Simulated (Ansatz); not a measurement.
# Input and output of a self-consistent single point for BaSnO₃ (Pm-3m, 5 atoms in the cell) (Ansatz)

Level of theory: PBEsol, default PAW files made with PBE (plane waves; Ansatz, a quantum-chemistry and plane-wave program).

Input:

Ansatz 0.2 input:
```yaml
# BaSnO3
crystal:
  lattice:
    - [4.10764000, 0.00000000, 0.00000000]
    - [0.00000000, 4.10764000, 0.00000000]
    - [0.00000000, 0.00000000, 4.10764000]
  atoms:
    - { symbol: Ba, position: [0.00000000, 0.00000000, 0.00000000] }
    - { symbol: Sn, position: [0.50000000, 0.50000000, 0.50000000] }
    - { symbol: O, position: [0.50000000, 0.00000000, 0.50000000] }
    - { symbol: O, position: [0.00000000, 0.50000000, 0.50000000] }
    - { symbol: O, position: [0.50000000, 0.50000000, 0.00000000] }
basis:
  ecutwfc: 420.0
kpoints:
  mp_grid:
    grid: [6, 6, 6]
hamiltonian:
  xc: pbesol
  pseudopotentials:
    kind: paw
scf:
  occupations:
    method: fermi_dirac
    width: 0.02
output:
  forces: true
  eigenvalues: true
  stress: true
```

Log, with long lists cut:

```
WARN ansatz: RAYON_NUM_THREADS=1 ignored (pool sized by the plan → 1); use --threads N
Pseudopotentials: kind: paw
Pseudopotential: Ba, paw, valence charge 10
Pseudopotential: Sn, paw, valence charge 14
Pseudopotential: O, paw, valence charge 6
Crystal: 5 atoms, lattice volume = 69.307 Å³
Basis set: ecut = 420 eV, 1357 PW (Γ), exchange–correlation on 60×60×60 points (8 copies of the dense FFT grid, shifted against one another)
Bands: 26, of which v1, the nominal top of the filled ones, is band 21 counted from 1 (20 counted from 0)
Symmetry: 48 space group operations
Space group: Pm-3m (ITA 221), of the structure as read, at distance tolerance 4.1e-5 Å
k-points: 20 of 216
PAW frozen core: Ba, regenerated for the run's functional, and the local potential with it
PAW frozen core: Sn, regenerated for the run's functional, and the local potential with it
PAW frozen core: O, regenerated for the run's functional, and the local potential with it
Initial density: superposition of atomic densities (neutral atoms: chi_scale 0, normalization atom), corrected by the library's trained network
Initial wavefunctions: pseudopotential atomic-orbital guess
Eigensolver: davidson
Functional: x = pbesol(κ = 0.804, μ = 0.12345679012345678), c = pbesol(β = 0.046)
SCF iter   1: F=—  HF=-13498.763341 eV  |F-HF|=—  |Δ(HF+E_count)|=         —  Δρ=1.57e-2  dr2=1.41e-1  ethr=1.77e-3  ⟨swp⟩=10.0  Hψ=3167  notcnv=0
all-band conjugate gradients solve this SCF's bands
preconditioner: auto → Resta (q_TF=auto, 2.510 Å⁻¹)
SCF iter   2: F=—  HF=-13498.723401 eV  |F-HF|=—  |Δ(HF+E_count)|=   3.99e-2  Δρ=2.79e-3  dr2=2.21e-3  ethr=3.35e-4  ⟨swp⟩=2.8  Hψ=1005  notcnv=0  defer=19
SCF iter   3: F=—  HF=-13498.722953 eV  |F-HF|=—  |Δ(HF+E_count)|=   4.48e-4  Δρ=1.08e-3  dr2=5.43e-4  ethr=5.26e-6  ⟨swp⟩=2.0  Hψ=935  notcnv=0  defer=19
SCF iter   4: F=—  HF=-13498.722947 eV  |F-HF|=—  |Δ(HF+E_count)|=   6.66e-6  Δρ=2.71e-4  dr2=3.54e-5  ethr=1.29e-6  ⟨swp⟩=2.0  Hψ=900  notcnv=0  defer=19
SCF iter   5: F=—  HF=-13498.722888 eV  |F-HF|=—  |Δ(HF+E_count)|=   5.90e-5  Δρ=3.46e-5  dr2=8.94e-7  ethr=8.42e-8  ⟨swp⟩=2.0  Hψ=921  notcnv=0  defer=19
SCF iter   6: F=-13498.722888 eV  HF=-13498.722888 eV  |F-HF|=4.17e-9  |Δ(HF+E_count)|=   7.57e-7  Δρ=5.49e-6  dr2=1.66e-8  ethr=2.38e-10  ⟨swp⟩=10.9  Hψ=2856  notcnv=0
SCF 1 converged in 6 iterations: F = -13498.722888 eV  dr2 = 1.66e-8
SCF converged after 6 iterations
Free energy (F): -13498.722888 eV
Harris-Foulkes:  -13498.722888 eV  (|F-HF|=4.17e-9)
Internal energy: -13498.722888 eV  (E = F + TS)
E sigma→0 (E₀):  -13498.722888 eV
Fermi energy:    10.710207 eV
--- Per-component energies (eV) ---
  E_band       = -17.643036
  E_kinetic    = 887.216725
  E_local      = -2045.810334  (includes V_loc(G=0)·N_el)
  E_nonlocal   = 176.241001
  E_hartree    = 998.073250
  E_xc         = -764.753713
  E_vxc        = -514.233664  (∫ρ·V_xc dr)
  E_paw        = -9674.635058  (= ΣΔE_a)
  E_vpaw       = -517.208565  (= ΣTr[D̂ρ^β])
  E_aug_tail   = 0.007400  (compensation charges beyond the density's cutoff)
  E_ewald      = -3075.604296
  E_core_change = 0.542137  (= ΣΔE_core)
  E_smearing   = -0.000000  (= −TS)
  E_closure    = -0.000000  (closes the sum)
  Σ components = -13498.722888   (vs F -13498.722888, Δ=0.00e0)
--- Forces (eV/Å), atoms counted from 1 ---
  atom   1  Ba    -0.00000000     0.00000000    -0.00000000
   [... zero for the other atoms too ...]
  max |Σ_I F_I| component: 5.38e-29 eV/Å
--- Stress (GPa, compression-positive) ---
        1.599006       0.000000       0.000000
        0.000000       1.599006       0.000000
        0.000000       0.000000       1.599006
  P = ⅓ Tr σ = 1.5990 GPa (15.990 kbar)
  The stress holds the Pulay correction. Without it, at fixed plane waves, as pw.x and ABINIT print it: P = 0.9467 GPa
--- Band table (eV; the first three rows and the last of 20) ---
  k-point 0: bands = ["-14.5588", "-10.3560", "-10.3560", "-9.4966", "-9.4966", "-9.4966", "-7.4729", "-4.4484", "-4.4484", "0.1928", "0.1928", "0.1928", "5.6197", "5.6197", "5.6197", "9.1091", "9.1091", "9.1091", "9.7154", "9.7154", "9.7154", [...]
  k-point 1: bands = ["-14.5367", "-10.3549", "-10.2814", "-9.5018", "-9.5018", "-9.4964", "-7.4297", "-4.8241", "-4.4425", "0.2504", "0.2504", "0.3160", "5.5723", "5.5828", "5.5828", "8.9114", "9.0306", "9.0306", "9.0791", "9.6182", "9.6182", [...]
  k-point 2: bands = ["-14.4916", "-10.3529", "-10.1299", "-9.5120", "-9.5120", "-9.4961", "-7.2276", "-5.6442", "-4.4306", "0.3716", "0.3716", "0.5046", "5.4827", "5.4827", "5.5665", "8.2901", "8.5661", "8.9608", "8.9608", "9.3880", "9.3880", [...]
  k-point 19: bands = ["-14.3542", "-9.7669", "-9.7669", "-9.5394", "-9.5394", "-9.5394", "-6.2726", "-6.2726", "-6.2726", "-0.2394", "-0.2394", "-0.2394", "1.2063", "8.7284", "8.7284", "8.7284", "9.5298", "9.5298", "10.1974", "10.1974", "10.1974", [...]
```

The run converged in 6 iterations.

The starting cell has typed, rounded lattice constants, without a prior relaxation at this level. Its lattice was rescaled by up to half a per cent. Ansatz's pressure includes its estimate of the finite-basis (Pulay) stress. Without the estimate this run gives 0.95 GPa.
